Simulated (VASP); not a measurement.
Data:

```yaml
crystal:
  lattice:
    - [-0.03032, 3.03240, 3.03240]
    - [3.03240, -0.03032, 3.03240]
    - [3.00208, 3.00208, 0.00000]
  atoms:
    - { symbol: Zn, position: [0.00000, 0.00000, 0.00000] }
    - { symbol: Te, position: [0.25000, 0.25000, 0.25000] }
```

Calculation: PBEsol GGA, VASP's PBE PAW potentials (set 64) (plane waves; VASP). Settings: 480 eV cut-off, 8×8×8 Γ-centred mesh, Gaussian smearing of 0.050 eV, potentials Zn Te.

Unless said otherwise, spin-orbit coupling is left out, though it shifts the bands of the heavy elements here.

Problem. Estimate the energy per atom (σ→0), largest force, band gap (on the k-mesh) with the smallest direct gap where there is one.

Solution. 
```yaml
band gap (on the k-mesh): 1.20 eV
smallest direct gap (on the k-mesh): 1.20 eV
energy per atom (σ→0): -2.956 eV/atom
largest_force: 0.110 eV/Å
```

The absolute energy has meaning only against runs of the same code, potentials and settings.

The compound is ZnTe in the zinc blende structure. This cell was strained or had an atom moved on purpose.
